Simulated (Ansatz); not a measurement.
Write the native input for Ansatz 0.2.0 that does the following.

| Quantity | Value |
| --- | --- |
| Task | density of states |
| Functional | BLYP |
| Potentials or basis | Ansatz PAW |
| Cutoff | 420 eV (not typed: the program's choice for these potentials) |
| k mesh | 8 × 8 × 8 |
| Occupations | cold, width 0.01 eV |
| Spin | no spin polarisation |

Crystal: InP.

```
In P
1.0
     0.00000    2.93050    2.93050
     2.93050    0.00000    2.93050
     2.93050    2.93050    0.00000
In P
1 1
Direct
  0.00000 0.00000 0.00000
  0.75000 0.75000 0.75000
```

One way to write it, as run:

input.yaml

```yaml
crystal:
  lattice:
    - [0.0, 2.9305, 2.9305]
    - [2.9305, 0.0, 2.9305]
    - [2.9305, 2.9305, 0.0]
  atoms:
    - { symbol: In, position: [0.0, 0.0, 0.0] }
    - { symbol: P, position: [0.75, 0.75, 0.75] }
hamiltonian:
  xc: blyp
  pseudopotentials: { kind: paw, core: small }
kpoints:
  mp_grid: { grid: [8, 8, 8] }
scf:
  occupations: { method: cold, width: 0.01 }
  n_extra_bands: 6
output:
  forces: true
  stress: true
  eigenvalues: true
  dos: { projected: false, de: 0.05, nscf_kmesh: { grid: [12, 12, 12] } }
```

Potentials or basis: Ansatz PAW.

Launch:

```console
$ ansatz run input.yaml --threads 1 --pin off --max-ram 2560MiB --backend cpu --events-out ev --progress --plain --runs-dir out
```

It gave:

The pressure is 6.7 GPa and the band gap on the k mesh is 0.60 eV, direct.

Caveat: spin-orbit coupling is left out, which moves the levels of the heavy elements; the PAW data sets come from PBE, with cores solved anew for the run's functional, which leaves a small shift of forces and pressure.

It took 3.1 s on 1 thread of Intel(R) Xeon(R) 6975P-C (Granite Rapids), with other jobs on the host, peak memory 0.42 GiB.
